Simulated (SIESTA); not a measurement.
# Ag under changes of volume

One of the cells (18.517 Å³/atom); the others are scaled copies at fixed shape and fractional positions:

```
Ag
1.0
    -1.66662    1.66662    1.66662
     1.66662   -1.66662    1.66662
     1.66662    1.66662   -1.66662
Ag
1
Direct
  0.00000 0.00000 0.00000
```

This isn't the form of Ag at room conditions, which is fcc.

- Program: SIESTA 5.4.2
- Functional: PBE
- Potentials or basis: PseudoDojo 0.4 standard (PBE files)
- Basis: DZP (energy shift 0.002 Ry)
- Grid cutoff: 800 Ry
- Energy shift: 0.002 Ry
- k mesh: 11 × 11 × 11
- Occupations: fermi-dirac, width 0.05 eV
- Spin: no spin polarisation

```tsv
volume (Å³/atom)	energy over the lowest point (meV/atom)	pressure (GPa)
17.065	18.68	6.5
17.428	6.57	4.1
17.791	0.00	1.8
18.517	0.60	-1.9
18.880	?	?
19.243	15.59	-4.6
```

Q: What does the run at 18.880 Å³/atom give?

A: Energy over the lowest point 6.43 meV/atom; pressure -3.3 GPa.

Worked out: A Birch-Murnaghan fit of order 3 (a polynomial in V^(-2/3)) to the other rows has its minimum at 18.12 Å³/atom with B0 = V·E''(V) = 93 GPa and B' = 6.3. It gives 6.55 meV/atom at 18.880 Å³/atom, against the run's 6.43, and -dE/dV = -3.3 GPa, against -3.3.

Energies are extrapolated to zero smearing.

Caveats: semicore shells carry a single zeta, which can move pressures by several GPa and volumes by a few percent; the basis of atomic orbitals isn't converged, which shifts pressures, moduli and gaps.
